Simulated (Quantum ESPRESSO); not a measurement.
# WS2 in Quantum ESPRESSO: reference runs

How does WS2 come out in PBE? The cell is run as given and disturbed.

Everything below comes from runs of Quantum ESPRESSO 7.5. Logs are shortened: lines on timing, memory, paths and dates and some standing lists are left out, and cuts for length are marked.

### Step 1. Starting point

The cell holds a slab with vacuum, 3 atoms: a = 3.184 Å, b = 3.184 Å, c = 16.951 Å, α = 90.00°, β = 90.00°, γ = 120.00°.

### Step 2. Single point, PBE

pw.in reads:

```
&CONTROL
  calculation = 'scf'
  prefix = 'pwscf'
  outdir = './tmp'
  pseudo_dir = './pseudo'
  tprnfor = .true.
  tstress = .true.
  disk_io = 'nowf'
/
&SYSTEM
  ibrav = 0
  nat = 3
  ntyp = 2
  ecutwfc = 55
  ecutrho = 440
  nbnd = 20
  occupations = 'smearing'
  smearing = 'fd'
  degauss = 0.00367493
/
&ELECTRONS
  conv_thr = 6d-10
  electron_maxstep = 120
  mixing_beta = 0.5
/
ATOMIC_SPECIES
W    183.8400 W_pbe_v1.2.uspp.F.UPF
S     32.0600 s_pbe_v1.4.uspp.F.UPF
CELL_PARAMETERS angstrom
   3.1835163552    0.0000000000    0.0000000000
  -1.5917581776    2.7570060369    0.0000000000
   0.0000000000    0.0000000000   16.9505778900
ATOMIC_POSITIONS crystal
W      0.0000000000    0.0000000000    0.0000000000
S      0.3333333333    0.6666666667    0.0920005100
S      0.3333333333    0.6666666667    0.9079994900
K_POINTS automatic
10 10 2 0 0 0
```

Potentials or basis: SSSP 1.3 efficiency PBE.

Run with:

```
> OMP_NUM_THREADS=1 pw.x -in pw.in > pw.out
```

pw.out:

```text
This program is part of the open-source Quantum ESPRESSO suite
     for quantum simulation of materials; please cite
[... 6 lines left out ...]
     using ibrav=0 with symmetry is DISCOURAGED, use correct ibrav instead

     G-vector sticks info
     --------------------
     sticks:   dense  smooth     PW     G-vecs:    dense   smooth      PW
     Sum        1099     559    163               156315    55405    8921

     Using Slab Decomposition

     bravais-lattice index     =            0
     lattice parameter (alat)  =       6.0160  a.u.
     unit-cell volume          =    1003.9820 (a.u.)^3
     number of atoms/cell      =            3
     number of atomic types    =            2
     number of electrons       =        26.00
     number of Kohn-Sham states=           20
     kinetic-energy cutoff     =      55.0000  Ry
     charge density cutoff     =     440.0000  Ry
     scf convergence threshold =      6.0E-10
     mixing beta               =       0.5000
     number of iterations used =            8  plain     mixing
     Exchange-correlation=  SLA  PW   PBX  PBC
                           (   1   4   3   4   0   0   0)

     celldm(1)=   6.015974  celldm(2)=   0.000000  celldm(3)=   0.000000
     celldm(4)=   0.000000  celldm(5)=   0.000000  celldm(6)=   0.000000

     crystal axes: (cart. coord. in units of alat)
               a(1) = (   1.000000   0.000000   0.000000 )
               a(2) = (  -0.500000   0.866025   0.000000 )
               a(3) = (   0.000000   0.000000   5.324483 )

     reciprocal axes: (cart. coord. in units 2 pi/alat)
               b(1) = (  1.000000  0.577350 -0.000000 )
               b(2) = (  0.000000  1.154701  0.000000 )
               b(3) = (  0.000000 -0.000000  0.187812 )

     PseudoPot. # 1 for W  read from file:
     W_pbe_v1.2.uspp.F.UPF
     Pseudo is Ultrasoft + core correction, Zval = 14.0
     Generated by new atomic code, or converted to UPF format
     Using radial grid of  923 points,  8 beta functions with:
                l(1) =   0
                l(2) =   0
                l(3) =   0
                l(4) =   1
                l(5) =   1
                l(6) =   2
                l(7) =   2
                l(8) =   3
     Q(r) pseudized with  6 coefficients,  rinner =    1.350   1.350   1.350
                                                       1.350   1.350   1.350
                                                       1.350

     PseudoPot. # 2 for S  read from file:
     s_pbe_v1.4.uspp.F.UPF
     Pseudo is Ultrasoft + core correction, Zval =  6.0
     Generated by new atomic code, or converted to UPF format
     Using radial grid of  907 points,  6 beta functions with:
                l(1) =   0
                l(2) =   0
                l(3) =   1
                l(4) =   1
                l(5) =   2
                l(6) =   2
     Q(r) pseudized with  8 coefficients,  rinner =    1.300   1.300   1.300
                                                       1.300   1.300

     atomic species   valence    mass     pseudopotential
     W                14.00   183.84000     W ( 1.00)
     S                 6.00    32.06000     S ( 1.00)

     12 Sym. Ops. (no inversion) found

   Cartesian axes

     site n.     atom                  positions (alat units)
         1        W      tau(   1) = (   0.0000000   0.0000000   0.0000000  )
         2        S      tau(   2) = (  -0.0000000   0.5773503   0.4898551  )
         3        S      tau(   3) = (  -0.0000000   0.5773503   4.8346276  )

     number of k points=    28  Fermi-Dirac smearing, width (Ry)=  0.0037
                       cart. coord. in units 2pi/alat
        k(    1) = (   0.0000000   0.0000000   0.0000000), wk =   0.0100000
        k(    2) = (   0.0000000   0.0000000  -0.0939058), wk =   0.0100000
        k(    3) = (   0.0000000   0.1154701   0.0000000), wk =   0.0600000
        k(    4) = (   0.0000000   0.1154701  -0.0939058), wk =   0.0600000
        k(    5) = (   0.0000000   0.2309401   0.0000000), wk =   0.0600000
        k(    6) = (   0.0000000   0.2309401  -0.0939058), wk =   0.0600000
[... 20 lines left out ...]
        k(   27) = (   0.3000000   0.5196152   0.0000000), wk =   0.0600000
        k(   28) = (   0.3000000   0.5196152  -0.0939058), wk =   0.0600000

     Dense  grid:   156315 G-vectors     FFT dimensions: (  45,  45, 216)

     Smooth grid:    55405 G-vectors     FFT dimensions: (  30,  30, 160)

     Initial potential from superposition of free atoms

     starting charge      25.8996, renormalised to      26.0000

     negative rho (up, down):  6.209E-02 0.000E+00
     Starting wfcs are   21 randomized atomic wfcs

     Self-consistent Calculation

     iteration #  1     ecut=    55.00 Ry     beta= 0.50
     Davidson diagonalization with overlap
     ethr =  1.00E-02,  avg # of iterations =  5.5

     Threshold (ethr) on eigenvalues was too large:
     Diagonalizing with lowered threshold

     Davidson diagonalization with overlap
     ethr =  3.43E-04,  avg # of iterations =  4.3

     negative rho (up, down):  6.422E-02 0.000E+00

     total energy              =    -207.50060063 Ry
     estimated scf accuracy    <       0.10075834 Ry

     iteration #  2     ecut=    55.00 Ry     beta= 0.50
     Davidson diagonalization with overlap
     ethr =  3.88E-04,  avg # of iterations =  3.1

     negative rho (up, down):  6.578E-02 0.000E+00

     total energy              =    -207.51085295 Ry
     estimated scf accuracy    <       0.02730504 Ry

     iteration #  3     ecut=    55.00 Ry     beta= 0.50
     Davidson diagonalization with overlap
     ethr =  1.05E-04,  avg # of iterations =  5.5

     negative rho (up, down):  6.645E-02 0.000E+00

     total energy              =    -207.51575899 Ry
     estimated scf accuracy    <       0.03151261 Ry

     iteration #  4     ecut=    55.00 Ry     beta= 0.50
     Davidson diagonalization with overlap
     ethr =  1.05E-04,  avg # of iterations =  1.8
[... 37 lines left out ...]
     negative rho (up, down):  6.734E-02 0.000E+00

     total energy              =    -207.52017863 Ry
     estimated scf accuracy    <       0.00000002 Ry

     iteration #  9     ecut=    55.00 Ry     beta= 0.50
     Davidson diagonalization with overlap
     ethr =  8.49E-11,  avg # of iterations =  4.2

     negative rho (up, down):  6.734E-02 0.000E+00

     total energy              =    -207.52017864 Ry
     estimated scf accuracy    <       0.00000003 Ry

     iteration # 10     ecut=    55.00 Ry     beta= 0.50
     Davidson diagonalization with overlap
     ethr =  8.49E-11,  avg # of iterations =  2.0

     negative rho (up, down):  6.734E-02 0.000E+00

     End of self-consistent calculation

          k = 0.0000 0.0000 0.0000 (  6933 PWs)   bands (ev):

   -73.7233 -37.9657 -37.8166 -37.8166 -14.4894 -12.8136  -6.0510  -2.6046
    -2.6046  -1.7745  -1.3572  -1.3572   0.3016   3.1926   3.1926   3.3736
     3.3736   5.2319   5.7630   5.7826

          k = 0.0000 0.0000-0.0939 (  6892 PWs)   bands (ev):

   -73.7233 -37.9657 -37.8166 -37.8166 -14.4894 -12.8136  -6.0510  -2.6046
    -2.6046  -1.7745  -1.3572  -1.3572   0.3016   3.1926   3.1926   3.3736
     3.3736   5.3038   5.4877   6.0178

          k = 0.0000 0.1155 0.0000 (  6873 PWs)   bands (ev):

   -73.7217 -37.9599 -37.8490 -37.8241 -14.3255 -12.7551  -5.8572  -3.0171
    -2.4442  -2.3328  -1.6075  -1.0861   0.2063   3.0072   3.0744   3.2297
     3.4941   5.5866   5.9591   6.3337

          k = 0.0000 0.1155-0.0939 (  6850 PWs)   bands (ev):

   -73.7217 -37.9599 -37.8490 -37.8241 -14.3255 -12.7551  -5.8572  -3.0171
    -2.4442  -2.3328  -1.6075  -1.0861   0.2063   3.0073   3.0744   3.2297
     3.4941   5.6860   5.7489   6.5382

          k = 0.0000 0.2309 0.0000 (  6898 PWs)   bands (ev):

   -73.7175 -37.9445 -37.9332 -37.8438 -13.8703 -12.5934  -5.3766  -3.8744
    -3.1434  -2.1432  -2.0193  -1.1653  -0.2234   2.6396   2.9599   3.2246
     4.1236   6.1908   6.5146   7.2585
[... 9 lines left out ...]
   -73.7124 -38.0356 -37.9254 -37.8680 -13.2370 -12.3732  -5.3000  -4.2737
    -3.9568  -2.6655  -1.5026  -1.4903  -0.7991   2.7958   2.8471   3.7725
     4.6740   6.9057   7.2968   7.5815

          k = 0.0000 0.3464-0.0939 (  6880 PWs)   bands (ev):

   -73.7124 -38.0356 -37.9254 -37.8680 -13.2370 -12.3732  -5.3000  -4.2737
    -3.9568  -2.6655  -1.5026  -1.4903  -0.7991   2.7958   2.8471   3.7724
     4.6740   6.9721   7.1315   7.7360

          k = 0.0000 0.4619 0.0000 (  6926 PWs)   bands (ev):

   -73.7082 -38.1171 -37.9100 -37.8875 -12.6358 -12.1738  -5.9083  -4.5896
    -4.1179  -3.0201  -1.7218  -1.1246  -0.8308   3.0000   3.2490   4.2361
     4.9794   6.2298   7.7912   7.8365

          k = 0.0000 0.4619-0.0939 (  6910 PWs)   bands (ev):

   -73.7082 -38.1171 -37.9100 -37.8875 -12.6358 -12.1738  -5.9083  -4.5896
    -4.1179  -3.0201  -1.7218  -1.1246  -0.8308   3.0000   3.2490   4.2360
     4.9794   6.2299   7.7799   7.8583

          k = 0.0000-0.5774 0.0000 (  6924 PWs)   bands (ev):

   -73.7066 -38.1479 -37.9040 -37.8949 -12.3738 -12.0913  -6.1954  -4.8314
    -4.1280  -3.1440  -1.7945  -0.9988  -0.6178   3.1439   3.6087   4.3692
     5.0687   5.3992   7.9360   8.1892

          k = 0.0000-0.5774-0.0939 (  6936 PWs)   bands (ev):

   -73.7066 -38.1479 -37.9040 -37.8949 -12.3738 -12.0913  -6.1954  -4.8314
    -4.1280  -3.1440  -1.7945  -0.9988  -0.6178   3.1439   3.6087   4.3692
     5.0687   5.3992   7.9357   8.1905

          k = 0.1000 0.1732 0.0000 (  6875 PWs)   bands (ev):

   -73.7188 -37.9492 -37.9050 -37.8401 -14.0155 -12.6446  -5.5075  -3.6327
    -2.8384  -2.2033  -2.1791  -0.9414  -0.0557   2.6619   3.0140   3.0190
     4.0325   6.0238   6.3386   7.1120

          k = 0.1000 0.1732-0.0939 (  6858 PWs)   bands (ev):

   -73.7188 -37.9492 -37.9050 -37.8401 -14.0155 -12.6446  -5.5075  -3.6327
    -2.8384  -2.2033  -2.1791  -0.9414  -0.0557   2.6620   3.0140   3.0190
     4.0325   6.0750   6.2304   7.4022

          k = 0.1000 0.2887 0.0000 (  6906 PWs)   bands (ev):

   -73.7142 -37.9926 -37.9320 -37.8677 -13.4676 -12.4506  -5.0969  -4.2828
    -3.5512  -2.8535  -1.8846  -1.0920  -0.5295   2.4490   3.0139   3.3055
     4.6762   6.7420   7.0400   7.8231

          k = 0.1000 0.2887-0.0939 (  6916 PWs)   bands (ev):

   -73.7142 -37.9926 -37.9320 -37.8677 -13.4676 -12.4506  -5.0969  -4.2828
    -3.5512  -2.8535  -1.8846  -1.0920  -0.5295   2.4490   3.0139   3.3055
     4.6761   6.8180   6.9104   8.0625

          k = 0.1000 0.4041 0.0000 (  6912 PWs)   bands (ev):
[... 49 lines left out ...]
   -73.7053 -38.1099 -37.9661 -37.8993 -12.1845 -11.9907  -5.6277  -5.2393
    -3.9894  -3.1026  -2.8831  -1.8535  -0.0477   2.6474   3.9947   4.0008
     5.3431   6.2446   8.5756   9.6709

          k = 0.2000 0.5774-0.0939 (  6950 PWs)   bands (ev):

   -73.7053 -38.1099 -37.9661 -37.8993 -12.1845 -11.9907  -5.6277  -5.2393
    -3.9894  -3.1026  -2.8831  -1.8535  -0.0477   2.6474   3.9947   4.0008
     5.3431   6.2446   8.5756   9.6793

          k = 0.3000 0.5196 0.0000 (  6949 PWs)   bands (ev):

   -73.7048 -38.0798 -38.0089 -37.8975 -12.1105 -11.9506  -5.4007  -5.2321
    -3.9953  -3.5398  -3.0098  -1.9484   0.1421   2.2945   3.7364   4.2017
     5.7550   6.8822   7.6594   9.4560

          k = 0.3000 0.5196-0.0939 (  6958 PWs)   bands (ev):

   -73.7048 -38.0798 -38.0089 -37.8975 -12.1105 -11.9506  -5.4007  -5.2321
    -3.9953  -3.5398  -3.0098  -1.9484   0.1421   2.2945   3.7364   4.2017
     5.7550   6.8823   7.6594   9.4515

     the Fermi energy is     1.2775 ev

!    total energy              =    -207.52017865 Ry
     estimated scf accuracy    <          3.4E-10 Ry
     smearing contrib. (-TS)   =      -0.00000000 Ry
     internal energy E=F+TS    =    -207.52017865 Ry

     The total energy is F=E-TS. E is the sum of the following terms:
     one-electron contribution =    -863.13834697 Ry
     hartree contribution      =     432.10645107 Ry
     xc contribution           =     -58.20042138 Ry
     ewald contribution        =     281.71213863 Ry

     convergence has been achieved in  10 iterations

     negative rho (up, down):  6.734E-02 0.000E+00

     Forces acting on atoms (cartesian axes, Ry/au):

     atom    1 type  1   force =     0.00000000    0.00000000    0.00000000
     atom    2 type  2   force =     0.00000000   -0.00000000    0.01121626
     atom    3 type  2   force =     0.00000000   -0.00000000   -0.01121626

     Total force =     0.015862     Total SCF correction =     0.000007

     Computing stress (Cartesian axis) and pressure

     negative rho (up, down):  6.734E-02 0.000E+00
          total   stress  (Ry/bohr**3)                   (kbar)     P=        6.56
   0.00003420  -0.00000000   0.00000000            5.03       -0.00        0.00
   0.00000000   0.00003420   0.00000000            0.00        5.03        0.00
   0.00000000   0.00000000   0.00006544            0.00        0.00        9.63

=------------------------------------------------------------------------------=
   JOB DONE.
=------------------------------------------------------------------------------=
```

It took 2.5 min on 1 thread of Intel Xeon at 2.70GHz, shared host; peak memory 1.1 GiB.

Results:

```yaml
Free_energy: -2823.4559 eV
Largest_force: 0.288 eV/Å
Band_gap_on_the_k_mesh: 1.99 eV, indirect (least direct gap 2.15 eV)
```

Forces on the atoms (eV/Å):
```
W    0.000  0.000  0.000
S    0.000  0.000  0.288
S    0.000  0.000 -0.288
```

Stress tensor (GPa, compression positive):
```
0.50 0.00 0.00
0.00 0.50 0.00
0.00 0.00 0.96
```

Caveat: spin-orbit coupling is left out, which moves the levels of the heavy elements. PBE gaps usually lie below the measured ones, often by a third to a half.

[end of part 1 of 2]
